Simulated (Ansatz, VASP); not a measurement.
**Eu: VASP beside Ansatz**

The input INCAR:

```
SYSTEM = Eu
PREC = Accurate
ENCUT = 520
EDIFF = 1E-6
ISMEAR = 0
SIGMA = 0.05
LREAL = .FALSE.
LASPH = .TRUE.
NELM = 150
ALGO = Normal
ISIF = 2
LWAVE = .FALSE.
LCHARG = .FALSE.
ISPIN = 2
MAGMOM = 7.7
LORBIT = 11
LMAXMIX = 6
GGA = CA
NBANDS = 18
```

Contents of KPOINTS:

```
regular mesh
0
G
  14 14 14
  0 0 0
```

POSCAR

```
Eu
1.0
   -2.1313803611      2.1313803611      2.1313803611
    2.1313803611     -2.1313803611      2.1313803611
    2.1313803611      2.1313803611     -2.1313803611
Eu
1
Direct
    0.0000000000      0.0000000000      0.0000000000
```

Input for Ansatz:

```yaml
crystal:
  lattice:
    - [-2.1313803611, 2.1313803611, 2.1313803611]
    - [2.1313803611, -2.1313803611, 2.1313803611]
    - [2.1313803611, 2.1313803611, -2.1313803611]
  atoms:
    - { symbol: Eu, position: [0.0, 0.0, 0.0], spin: 7.7 }
basis:
  ecutwfc: 420
  ecutrho_ratio: 4
kpoints:
  mp_grid: { grid: [14, 14, 14] }
hamiltonian:
  xc: lda
scf:
  occupations: { method: gaussian, width: 0.05 }
output:
  forces: true
  stress: true
  eigenvalues: true
  populations: true
magnetization:
  spin_polarized: true
```

Alike in both runs: task single point; functional LDA; k mesh 14 × 14 × 14; occupations gaussian, width 0.05 eV; collinear spin.

|  | VASP | Ansatz |
| --- | --- | --- |
| version | VASP 6.6.1 | Ansatz 0.2.0 |
| potentials or method | VASP PAW PBE potentials, release 64 (Eu) | scalar-relativistic, plane waves, PAW |
| plane-wave cutoff (eV) | 520 | 420 |
| valence electrons in the cell | 17 | 17 |

```tsv
	VASP	Ansatz	Ansatz less VASP
pressure (GPa)	-2.1	-1.8	+0.30
net moment per atom (μB)	7.15	7.19	+0.038
size of the moment on the site where the two differ most (μB)	6.66	6.96	+0.310
```

Site moments also hang on the region over which each program counts them. Ansatz warned: «given_moment_on_shells».

Caveats: the PAW data sets were made with another functional, which shifts forces and pressure a little (VASP); spin-orbit coupling is left out, which moves the levels of the heavy elements. The state reached can hang on the start; a lower one may exist.
